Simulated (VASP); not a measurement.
Input of a VASP 6.6.1 run:

INCAR

```
SYSTEM = Ta
PREC = Accurate
ENCUT = 600
EDIFF = 1E-7
ISMEAR = 1
SIGMA = 0.1
LREAL = .FALSE.
LASPH = .TRUE.
NELM = 80
ALGO = Normal
ISIF = 2
LWAVE = .FALSE.
LCHARG = .FALSE.
GGA = PS
IBRION = 2
NSW = 40
EDIFFG = -0.01
```

The input KPOINTS:

```
Automatic mesh
0
G
  16 16 16
  0 0 0
```

The input POSCAR:

```
Ta                                      
1.0
   -1.6632889689      1.6632889689      1.6632889689
    1.6632889689     -1.6632889689      1.6632889689
    1.6632889689      1.6632889689     -1.6632889689
  Ta            
     1
Direct
     0.0000000000000000    0.0000000000000000    0.0000000000000000
```

Potentials or basis: VASP PAW PBE potentials, release 64 (Ta_pv).

Launch:

```sh
$ cat potpaw_PBE.64/Ta_pv/POTCAR > POTCAR
$ mpirun -np 1 vasp_std > vasp.out
```

Task: What does it give for the band gap on the k mesh?

Result: None (metal or under the smearing width).

Final structure:
```
CELL_PARAMETERS angstrom
-1.66329 1.66329 1.66329
1.66329 -1.66329 1.66329
1.66329 1.66329 -1.66329
ATOMIC_POSITIONS crystal
Ta 0.00000 0.00000 0.00000
```

Caveat: the relaxation stopped at its first step, so nothing moved. Spin-orbit coupling is left out, which matters for the levels of Ta.
